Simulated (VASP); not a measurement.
# Cs (Im-3m) in VASP: a series of runs

The runs below take Cs through relaxation of cell and atoms, with PBE.

Everything below comes from runs of VASP 6.6.1. Logs are shortened: lines on timing, memory, paths and dates and some standing lists are left out, and cuts for length are marked.

**1. Starting point**

It takes space group Im-3m (No. 229, cubic). The conventional cell has a = 6.067 Å, b = 6.067 Å, c = 6.067 Å, α = 90.00°, β = 90.00°, γ = 90.00°.

**2. Relaxation of cell and atoms, PBE**

Contents of INCAR:

```
PREC     = Accurate       # precision mode
ENCUT    = 520            # plane-wave cutoff, eV
EDIFF    = 1E-6           # SCF threshold, eV
ISMEAR   = 0              # smearing method
SIGMA    = 0.1            # smearing width, eV
LREAL    = F              # projectors in reciprocal space
LASPH    = T              # aspherical terms in the spheres
NELM     = 120            # most SCF steps
ALGO     = Normal         # electronic algorithm
ISIF     = 3              # what is computed and relaxed
LWAVE    = F              # write WAVECAR
LCHARG   = F              # write CHGCAR
GGA      = PE             # functional
IBRION   = 2              # ionic algorithm
NSW      = 90             # ionic steps
EDIFFG   = -0.01          # ionic threshold
```

Contents of KPOINTS:

```
regular mesh
0
Gamma
  10 10 10
```

Contents of POSCAR:

```
Cs
1.0
   -3.0335000000      3.0335000000      3.0335000000
    3.0335000000     -3.0335000000      3.0335000000
    3.0335000000      3.0335000000     -3.0335000000
Cs
1
Direct
    0.0000000000      0.0000000000      0.0000000000
```

Potentials or basis: VASP PAW PBE potentials, release 64 (Cs_sv).

Command:

```sh
cat potpaw_PBE.64/Cs_sv/POTCAR > POTCAR
mpirun -np 1 vasp_std > vasp.out
```

OUTCAR:

```text
PREC = Accurate
   ENCUT = 520
   EDIFF = 1E-6
   ISMEAR = 0
   LREAL = F
   LASPH = T
   NELM = 120
   ISIF = 3
   GGA = PE
   IBRION = 2
   NSW = 90
   EDIFFG = -0.01

 ion  position               nearest neighbor table
   1  0.000  0.000  0.000-

  LATTYP: Found a body centered cubic cell.
 ALAT       =     6.0670000000

  Lattice vectors:

 A1 = (  -3.0335000000,   3.0335000000,   3.0335000000)
 A2 = (   3.0335000000,  -3.0335000000,   3.0335000000)
 A3 = (   3.0335000000,   3.0335000000,  -3.0335000000)

Analysis of symmetry for initial positions (statically):
=====================================================================
 Subroutine PRICEL returns:
 Original cell was already a primitive cell.

 Routine SETGRP: Setting up the symmetry group for a
 body centered cubic supercell.

 Subroutine GETGRP returns: Found 48 space group operations
 (whereof 48 operations were pure point group operations)
 out of a pool of 48 trial point group operations.

The static configuration has the point symmetry O_h .

Analysis of symmetry for dynamics (positions and initial velocities):
=====================================================================
 Subroutine PRICEL returns:
 Original cell was already a primitive cell.

 Routine SETGRP: Setting up the symmetry group for a
 body centered cubic supercell.

 Subroutine GETGRP returns: Found 48 space group operations
 (whereof 48 operations were pure point group operations)
 out of a pool of 48 trial point group operations.

The dynamic configuration has the point symmetry O_h .

 Subroutine INISYM returns: Found 48 space group operations
 (whereof 48 operations are pure point group operations),
 and found     1 'primitive' translations

----------------------------------------------------------------------------------------

                                     Primitive cell

  volume of cell :     111.6586

  direct lattice vectors                    reciprocal lattice vectors
    -3.033500000  3.033500000  3.033500000     0.000000000  0.164826108  0.164826108
     3.033500000 -3.033500000  3.033500000     0.164826108  0.000000000  0.164826108
     3.033500000  3.033500000 -3.033500000     0.164826108  0.164826108  0.000000000

  length of vectors
[... 95 lines left out ...]
   ISMEAR =     0;   SIGMA  =   0.10  broadening in eV -4-tet -1-fermi 0-gaus
   EFERMI_NEDOS =   21; number of points for ismear=-14 and -15
   IALGO  =     38    algorithm
   IMIX   =      4    mixing-type and parameters
     AMIX     =   0.40;   BMIX     =  1.00
     AMIX_MAG =   1.60;   BMIX_MAG =  1.00
  volume/ion in A,a.u.               =     111.66       753.51
  Fermi-wavevector in a.u.,A,eV,Ry     =   0.707172  1.336361  6.804166  0.500092
  Thomas-Fermi vector in A             =   1.793149
   LORBIT       =      0    0 simple, 1 ext, 2 COOP (PROOUT), +10 PAW based schemes
   GGA     = PE    functional components
   LHFCALC =     F    Hartree Fock is set to
   AEXX    =    0.0000 exact exchange contribution
   IVDW    =     0    specifies the selected vdW correction
   LEPSILON=     F    determine dielectric tensor
   LRPA    =     F    only Hartree local field effects (RPA)
 conjugate gradient relaxation of ions
 non-spin polarized calculation
 Gauss-broadening in eV      SIGMA  =   0.10
  energy-cutoff  :      520.00
  volume of cell :      111.66
 maximum number of plane-waves:      3043
   NGX = 19   NGY = 19   NGZ = 19

--------------------------------------- Ionic step        1  -------------------------------------------

 number of electron       8.9999999 magnetization

 Free energy of the ion-electron system (eV)
  ---------------------------------------------------
  ext. energy  EPLUGINS =         0.00000000
  ---------------------------------------------------
  free energy    TOTEN  =        -0.84973289 eV

  energy without entropy =       -0.84034598  energy(sigma->0) =       -0.84503944

------------------------ aborting loop because EDIFF is reached ----------------------------------------

  FORCE on cell =-STRESS in cart. coord.  units (eV):
  Direction    XX          YY          ZZ          XY          YZ          ZX
  --------------------------------------------------------------------------------------
  -------------------------------------------------------------------------------------
  Total        0.0650363      0.0650363      0.0650363      0.0000000      0.0000000      0.0000000
  in kB        0.9331989      0.9331989      0.9331989      0.0000000      0.0000000      0.0000000
  external PRESSURE =       0.9331989 kB  Pullay stress =       0.0000000 kB
[... 92 lines left out ...]
--------------------------------------- Ionic step        4  -------------------------------------------

 number of electron       9.0000002 magnetization

 Free energy of the ion-electron system (eV)
  ---------------------------------------------------
  ext. energy  EPLUGINS =         0.00000000
  ---------------------------------------------------
  free energy    TOTEN  =        -0.85114428 eV

  energy without entropy =       -0.84190706  energy(sigma->0) =       -0.84652567

 E-fermi :   0.4220     XC(G=0):  -5.3693

 val. band max:        0.3852204474   @ k =  -0.3000   0.3000   0.3000
 cond. band min:       0.4376895699   @ k =   0.3000   0.2000   0.0000
 fundamental gap:      0.0524691225
 Fermi energy:         0.4220295541

 k-point     1 :       0.0000    0.0000    0.0000
  band No.  band energies     occupation
      1     -23.4503      2.00000
      2     -10.1956      2.00000
      3     -10.1956      2.00000
      4     -10.1956      2.00000
      5      -1.2466      2.00000
      6       2.8996      0.00000
      7       2.8996      0.00000
      8       2.8996      0.00000
[... 243 lines left out ...]
 k-point    24 :      -0.3000    0.3000    0.1000
  band No.  band energies     occupation
      1     -23.4456      2.00000
      2     -10.2800      2.00000
      3     -10.2287      2.00000
      4     -10.2055      2.00000
      5      -0.2650      2.00000
      6       1.9132      0.00000
      7       2.3608      0.00000
      8       3.1479      0.00000

 [... further k-points ...]

------------------------ aborting loop because EDIFF is reached ----------------------------------------

  FORCE on cell =-STRESS in cart. coord.  units (eV):
  Direction    XX          YY          ZZ          XY          YZ          ZX
  --------------------------------------------------------------------------------------
  -------------------------------------------------------------------------------------
  Total       -0.0003999     -0.0003999     -0.0003999      0.0000000      0.0000000      0.0000000
  in kB       -0.0054873     -0.0054873     -0.0054873      0.0000000      0.0000000      0.0000000
  external PRESSURE =      -0.0054873 kB  Pullay stress =       0.0000000 kB
[... 16 lines left out ...]
  FREE ENERGIE OF THE ION-ELECTRON SYSTEM (eV)
  ---------------------------------------------------
  free  energy   TOTEN  =        -0.8511442797 eV

  energy  without entropy=       -0.8419070582  energy(sigma->0) =       -0.84652567

 reached required accuracy - stopping structural energy minimisation
```

Run time: 50 s. Hardware: 1 thread of Intel Xeon 6975P-C (Granite Rapids), shared host; peak memory 0.26 GiB.

What came out:

```yaml
Free_energy: -0.8511 eV
Relaxed_volume: 116.76 Å³/atom
Relaxed_cell: a = 5.333 Å, b = 5.333 Å, c = 5.333 Å, α = 109.47°, β = 109.47°, γ = 109.47°
Space_group_after_relaxing_to_0.05_Å: Im-3m (No. 229)
Energy_gained_by_relaxing: 1.4 meV/atom
Ionic_steps: 4
Pressure_after_relaxing: 0.0 GPa
Band_gap_on_the_k_mesh: none (metal or under the smearing width)
```

The path:
| step | energy change (eV) | largest force (eV/Å) | pressure (GPa) | volume (Å³) |
| --- | --- | --- | --- | --- |
| 1 | 0.0000 | 0.0000 | 0.09 | 111.66 |
| 2 | -0.0005 | 0.0000 | 0.07 | 112.71 |
| 3 | -0.0014 | 0.0000 | 0.01 | 115.92 |
| 4 | -0.0014 | 0.0000 | 0.00 | 116.76 |

Final structure:
```
Cs
1.0
    -3.07898    3.07898    3.07898
     3.07898   -3.07898    3.07898
     3.07898    3.07898   -3.07898
Cs
1
Direct
  0.00000 0.00000 0.00000
```

**3. Relaxation of cell and atoms, PBE**

This run uses another cell than the first one, of 116.76 Å³/atom, 1.046 times its volume.

Edit INCAR of step 2 so:

```diff
@@ -2,3 +2,3 @@
 ENCUT    = 520            # plane-wave cutoff, eV
-EDIFF    = 1E-6           # SCF threshold, eV
+EDIFF    = 1E-7           # SCF threshold, eV
 ISMEAR   = 0              # smearing method
@@ -14,3 +14,4 @@
 IBRION   = 2              # ionic algorithm
-NSW      = 90             # ionic steps
-EDIFFG   = -0.01          # ionic threshold
+NSW      = 60             # ionic steps
+EDIFFG   = -0.005         # ionic threshold
+POTIM    = 0.3            # step
```

KPOINTS is that of step 2.

Contents of POSCAR:

```
Cs                                      
1.0
   -3.0789761700      3.0789761700      3.0789761700
    3.0789761700     -3.0789761700      3.0789761700
    3.0789761700      3.0789761700     -3.0789761700
  Cs            
     1
Direct
     0.0000000000000000    0.0000000000000000    0.0000000000000000
```

Potentials or basis: VASP PAW PBE potentials, release 64 (Cs_sv).

Command:

```sh
cat potpaw_PBE.64/Cs_sv/POTCAR > POTCAR
mpirun -np 1 vasp_std > vasp.out
```

OUTCAR:

```text
PREC = Accurate
   ENCUT = 520
   EDIFF = 1E-7
   ISMEAR = 0
   LREAL = F
   LASPH = T
   NELM = 120
   ISIF = 3
   GGA = PE
   IBRION = 2
   NSW = 60
   EDIFFG = -0.005
   POTIM = 0.3

 ion  position               nearest neighbor table
   1  0.000  0.000  0.000-

  LATTYP: Found a body centered cubic cell.
 ALAT       =     6.1579523400

  Lattice vectors:

 A1 = (  -3.0789761700,   3.0789761700,   3.0789761700)
 A2 = (   3.0789761700,  -3.0789761700,   3.0789761700)
 A3 = (   3.0789761700,   3.0789761700,  -3.0789761700)

Analysis of symmetry for initial positions (statically):
=====================================================================
 Subroutine PRICEL returns:
 Original cell was already a primitive cell.

 Routine SETGRP: Setting up the symmetry group for a
 body centered cubic supercell.

 Subroutine GETGRP returns: Found 48 space group operations
 (whereof 48 operations were pure point group operations)
 out of a pool of 48 trial point group operations.

The static configuration has the point symmetry O_h .

Analysis of symmetry for dynamics (positions and initial velocities):
=====================================================================
 Subroutine PRICEL returns:
 Original cell was already a primitive cell.

 Routine SETGRP: Setting up the symmetry group for a
 body centered cubic supercell.

 Subroutine GETGRP returns: Found 48 space group operations
 (whereof 48 operations were pure point group operations)
 out of a pool of 48 trial point group operations.

The dynamic configuration has the point symmetry O_h .

 Subroutine INISYM returns: Found 48 space group operations
 (whereof 48 operations are pure point group operations),
 and found     1 'primitive' translations

[... 114 lines left out ...]
  Fermi-wavevector in a.u.,A,eV,Ry     =   0.696727  1.316623  6.604657  0.485429
  Thomas-Fermi vector in A             =   1.779858
   LORBIT       =      0    0 simple, 1 ext, 2 COOP (PROOUT), +10 PAW based schemes
   GGA     = PE    functional components
   LHFCALC =     F    Hartree Fock is set to
   AEXX    =    0.0000 exact exchange contribution
   IVDW    =     0    specifies the selected vdW correction
   LEPSILON=     F    determine dielectric tensor
   LRPA    =     F    only Hartree local field effects (RPA)
 conjugate gradient relaxation of ions
 non-spin polarized calculation
 Gauss-broadening in eV      SIGMA  =   0.10
  energy-cutoff  :      520.00
  volume of cell :      116.76
 maximum number of plane-waves:      3252
   NGX = 19   NGY = 19   NGZ = 19

 number of electron       9.0000002 magnetization

 Free energy of the ion-electron system (eV)
  ---------------------------------------------------
  ext. energy  EPLUGINS =         0.00000000
  ---------------------------------------------------
  free energy    TOTEN  =        -0.85137771 eV

  energy without entropy =       -0.84214046  energy(sigma->0) =       -0.84675909

 E-fermi :   0.4221     XC(G=0):  -5.3692

 val. band max:        0.3852946790   @ k =  -0.3000   0.3000   0.3000
 cond. band min:       0.4377640364   @ k =   0.3000   0.2000   0.0000
 fundamental gap:      0.0524693574
 Fermi energy:         0.4221033416

 k-point     1 :       0.0000    0.0000    0.0000
  band No.  band energies     occupation
      1     -23.4502      2.00000
      2     -10.1955      2.00000
      3     -10.1955      2.00000
      4     -10.1955      2.00000
      5      -1.2465      2.00000
      6       2.8996      0.00000
      7       2.8996      0.00000
      8       2.8996      0.00000
[... 243 lines left out ...]
 k-point    24 :      -0.3000    0.3000    0.1000
  band No.  band energies     occupation
      1     -23.4456      2.00000
      2     -10.2800      2.00000
      3     -10.2286      2.00000
      4     -10.2054      2.00000
      5      -0.2650      2.00000
      6       1.9133      0.00000
      7       2.3609      0.00000
      8       3.1479      0.00000

 [... further k-points ...]

------------------------ aborting loop because EDIFF is reached ----------------------------------------

  FORCE on cell =-STRESS in cart. coord.  units (eV):
  Direction    XX          YY          ZZ          XY          YZ          ZX
  --------------------------------------------------------------------------------------
  -------------------------------------------------------------------------------------
  Total       -0.0008680     -0.0008680     -0.0008680     -0.0000000      0.0000000     -0.0000000
  in kB       -0.0119109     -0.0119109     -0.0119109     -0.0000000      0.0000000     -0.0000000
  external PRESSURE =      -0.0119109 kB  Pullay stress =       0.0000000 kB

 VOLUME and BASIS-vectors are now :
 -----------------------------------------------------------------------------
  energy-cutoff  :      520.00
  volume of cell :      116.76
      direct lattice vectors                 reciprocal lattice vectors
    -3.078976170  3.078976170  3.078976170     0.000000000  0.162391643  0.162391643
     3.078976170 -3.078976170  3.078976170     0.162391643  0.000000000  0.162391643
     3.078976170  3.078976170 -3.078976170     0.162391643  0.162391643  0.000000000

 POSITION                                       TOTAL-FORCE (eV/Angst)
 -----------------------------------------------------------------------------------
      0.00000      0.00000      0.00000         0.000000      0.000000      0.000000
 -----------------------------------------------------------------------------------
    total drift:                               -0.000000     -0.000000     -0.000000

  FREE ENERGIE OF THE ION-ELECTRON SYSTEM (eV)
  ---------------------------------------------------
  free  energy   TOTEN  =        -0.8513777083 eV

  energy  without entropy=       -0.8421404632  energy(sigma->0) =       -0.84675909

 reached required accuracy - stopping structural energy minimisation
```

It took 24 s on 1 thread of Intel Xeon 6975P-C (Granite Rapids), shared host; peak memory 0.25 GiB.

Results:

```
Free energy             : -0.8514 eV
Pressure after relaxing : 0.0 GPa
Band gap on the k mesh  : none (metal or under the smearing width)
```

Final structure:
```
CELL_PARAMETERS angstrom
-3.07898 3.07898 3.07898
3.07898 -3.07898 3.07898
3.07898 3.07898 -3.07898
ATOMIC_POSITIONS crystal
Cs 0.00000 0.00000 0.00000
```

Caveat: the relaxation stopped at its first step, so nothing moved. The run has no spin-orbit coupling, so splittings on Cs are missing.
